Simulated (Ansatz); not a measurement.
**Cold compression of ZnO (NiAs type)**

```xyz
4
Lattice="3.0252 0.0000 0.0000 -1.5126 2.6199 0.0000 0.0000 0.0000 5.1920" Properties=species:S:1:pos:R:3 pbc="T T T"
Zn    0.0000    0.0000    0.0000
Zn    0.0000    0.0000    2.5960
O     0.0000    1.7466    1.2980
O     1.5126    0.8733    3.8940
```

The cell comes from a relaxation on PAW files under the same functional, begun from a prototype that needn't be the stable phase.

Its volume is scaled, and at each volume shape and atoms are relaxed on PAW files; all methods then take that cell.

Computed with Ansatz 0.2.0; functional PBE, scalar-relativistic. Settings: a Γ-centred 11×11×7 k mesh, Fermi–Dirac smearing of 0.08 eV, no spin polarisation. Methods: LAPW: all electrons, basis error target 1 meV/atom; PAW: frozen-core files, cutoff 420 eV; crystal datasets: all electrons, by PAW datasets that the program makes for each cell; norm-conserving: pseudopotentials, cutoff 1240 eV; PAW (partial waves polarizable): frozen-core files, cutoff 420 eV.

Energies are extrapolated to zero smearing and count from the unscaled cell; pressure is positive in compression; gaps take the mesh and a band path. No temperature or zero-point motion is included.

```csv
V/V0,V (Å³/atom),P LAPW (GPa),ΔE LAPW (eV/atom),P PAW − LAPW (GPa),ΔE PAW − LAPW (meV/atom),gap (eV),space group,shortest distance (Å)
1.00,10.29,-0.09,0.000,0.10,0.0,0.56,P6_3/mmc,2.176
0.94,9.67,11.19,0.020,0.16,0.5,–,P6_3/mmc,2.132
0.88,9.05,26.9,0.092,0.23,1.2,–,P6_3/mmc,2.086
0.80,8.23,58.2,0.305,0.32,2.6,–,P6_3/mmc,2.022
0.72,7.41,108.2,0.722,0.45,4.4,–,P6_3/mmc,1.954
0.64,6.58,?,?,?,?,?,?,?
0.55,5.66,351.8,2.989,1.44,12.5,4.32,P6_3/mmc,1.797
```

(1) Fit the Vinet equation to the LAPW pressures shown (residuals weighted by 1/(|P| + 0.03·Pmax)), and predict the pressure of the withheld row.

(2) At the smallest volume, how far do crystal datasets and norm-conserving and PAW (partial waves polarizable) lie from LAPW in pressure?

(3) How do the Löwdin populations by LAPW change from the unscaled cell to the last row?

Results:

(1) The fit gives V0 = 10.28 Å³/atom, B0 = 156 GPa and B0′ = 4.78. At 6.58 Å³/atom, x = (V/V0)^(1/3) = 0.8619, and P = 3·B0·(1 − x)/x²·exp[1.5·(B0′ − 1)·(1 − x)] = 190.7 GPa. The run itself gave 190.0 GPa (+0.4 % off) and ΔE = 1.471 eV/atom.

(2) crystal datasets: 0.00 GPa; norm-conserving: -1.07 GPa; PAW (partial waves polarizable): +1.44 GPa, on a LAPW pressure of 351.8 GPa.

(3) Zn 4s 0.64 → 0.56, Zn 3d 9.99 → 9.95, O 2s 1.90 → 1.82, O 2p 5.29 → 5.51 electrons an atom. These are projections on the shells that the free atoms fill; 0.36 e a cell lies outside them at the start and 0.36 e at the end.
